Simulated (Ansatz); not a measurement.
input.yaml (Ansatz)

```yaml
crystal:
  lattice:
    - [-1.6190647316, 1.6612412912, 2.524766885]
    - [1.6612412912, -1.6190647316, 2.524766885]
    - [1.5669312728, 1.5669312728, -2.4970526381]
  atoms:
    - { symbol: In, position: [0.0, 0.0, 0.0] }
hamiltonian:
  xc: r2scan
  pseudopotentials:
    kind: paw
    azcp:
      In: "pseudopotentials/In.paw.azcp"
basis:
  ecutwfc: 500
  fft_grid_basis: typed
kpoints:
  mp_grid: { grid: [19, 19, 23], shift: [0, 0, 0] }
magnetization:
  spin_polarized: false
scf:
  occupations: { method: fermi_dirac, width: 0.1 }
```

Output

```
Engine: ansatz 0.2.0, x86_64-unknown-linux-gnu
Pseudopotentials: kind: paw
Pseudopotential: In, paw, valence charge 13, recommended cutoff 500 eV (meta_gga) 
Functional definition: r2SCAN
  parameter k0 = 0.174
  parameter k1 = 0.065
  parameter a1 = 4.9479
  exchange = r2scan_x(k0 = k0, k1 = k1, a1 = a1)
  correlation = r2scan_c
Crystal: 1 atoms, lattice volume = 26.300 Å³
Basis set: ecut = 500 eV, 673 PW (Γ), exchange–correlation on 108×108×100 points (64 copies of the dense FFT grid, shifted against one another)
Bands: 11, of which v1, the nominal top of the filled ones, is band 7 counted from 1 (6 counted from 0)
Symmetry: 4 space group operations
Space group: C2/m (ITA 12), of the structure as read, at distance tolerance 3.0e-5 Å
k-points: 2190 of 8303
Non-local potential: In, projectors of the file, l = 0: 2, l = 1: 2, l = 2: 2, l = 3: 2
PAW form: soft (Blöchl's): semilocal exchange-correlation on the pseudo side does not see the compensation charge
PAW frozen core: In, regenerated for the run's functional (the file was generated under x = pbe(κ = 0.804, μ = 0.2195149727645171), c = pbe(β = 0.06672455060314922))
PAW one-centre angular grid: In, 590 points (default); XC on 289 of its mesh's 2783 points in the sphere
Initial density: superposition of atomic densities (neutral atoms: chi_scale 0, normalization atom), corrected by the library's trained network
Initial wavefunctions: pseudopotential atomic-orbital guess
Functional: x = r2scan, c = r2scan; τ floored in thin density (d = 2e-4 eV/Å³)
SCF iter   1: F=—  HF=-5611.821453 eV  |F-HF|=—  |Δ(HF+E_count)|=         —  Δρ=7.93e-3  dr2=8.66e-3  dr2_τ=1.27e-3  ethr=1.77e-3  ⟨swp⟩=5.0  Hψ=146360  notcnv=0
SCF iter   2: F=—  HF=-5611.825337 eV  |F-HF|=—  |Δ(HF+E_count)|=   3.88e-3  Δρ=3.54e-3  dr2=1.74e-3  dr2_τ=7.89e-5  ethr=6.67e-5  ⟨swp⟩=3.0  Hψ=64726  notcnv=0  defer=445
SCF iter   3: F=—  HF=-5611.825315 eV  |F-HF|=—  |Δ(HF+E_count)|=   2.15e-5  Δρ=4.33e-4  dr2=2.65e-5  dr2_τ=1.18e-6  ethr=1.34e-5  ⟨swp⟩=3.0  Hψ=38001  notcnv=0  defer=445
SCF iter   4: F=—  HF=-5611.825334 eV  |F-HF|=—  |Δ(HF+E_count)|=   1.92e-5  Δρ=4.45e-5  dr2=4.65e-7  dr2_τ=6.94e-8  ethr=2.04e-7  ⟨swp⟩=2.0  Hψ=27087  notcnv=0  defer=445
iter 5 did not close the SCF: its close was put off for the readings that it lacked (scf_convergence_deferred on its scf_iter line)
SCF iter   5: F=-5611.825335 eV  HF=-5611.825335 eV  |F-HF|=7.29e-8  |Δ(HF+E_count)|=   7.70e-7  Δρ=1.99e-5  dr2=6.24e-8  dr2_τ=3.73e-9  ethr=3.57e-9  ⟨swp⟩=2.4  Hψ=36757  notcnv=0  defer=445
SCF iter   6: F=-5611.825335 eV  HF=-5611.825335 eV  |F-HF|=3.20e-9  |Δ(HF+E_count)|=   9.50e-8  Δρ=3.35e-6  dr2=3.44e-9  dr2_τ=4.71e-11  ethr=4.80e-10  ⟨swp⟩=1.0  Hψ=70408  notcnv=0
SCF 1 converged in 6 iterations: F = -5611.825335 eV  dr2 = 3.44e-9
SCF converged after 6 iterations
Free energy (F): -5611.825335 eV
Harris-Foulkes:  -5611.825335 eV  (|F-HF|=3.20e-9)
Internal energy: -5611.811704 eV  (E = F + TS)
E sigma→0 (E₀):  -5611.818520 eV
Entropy (-TS):   -0.013631 eV (-13.631 meV/atom)
Fermi energy:    10.143580 eV
--- Per-component energies (eV) ---
  E_band       = -31.814602
  E_kinetic    = 241.231309
  E_local      = -1080.881517  (includes V_loc(G=0)·N_el)
  E_nonlocal   = 366.564049
  E_hartree    = 424.685697
  E_xc         = -201.509368
  E_vxc        = -107.620902  (∫ρ·V_xc dr)
  E_paw        = -4181.475872  (= ΣΔE_a)
  E_vpaw       = -308.125862  (= ΣTr[D̂ρ^β])
  E_aug_tail   = 0.000008  (compensation charges beyond the density's cutoff)
  E_vtau       = 7.648494  (kinetic-family band-sum trace: ∫τ·v_τ [+ j·A + Jᵃ·Aᵃ] dr)
  E_ewald      = -1181.391556
  E_core_change = 0.965546  (= ΣΔE_core)
  E_smearing   = -0.013631  (= −TS)
  E_closure    = 0.000000  (closes the sum)
  Σ components = -5611.825335   (vs F -5611.825335, Δ=0.00e0)
```
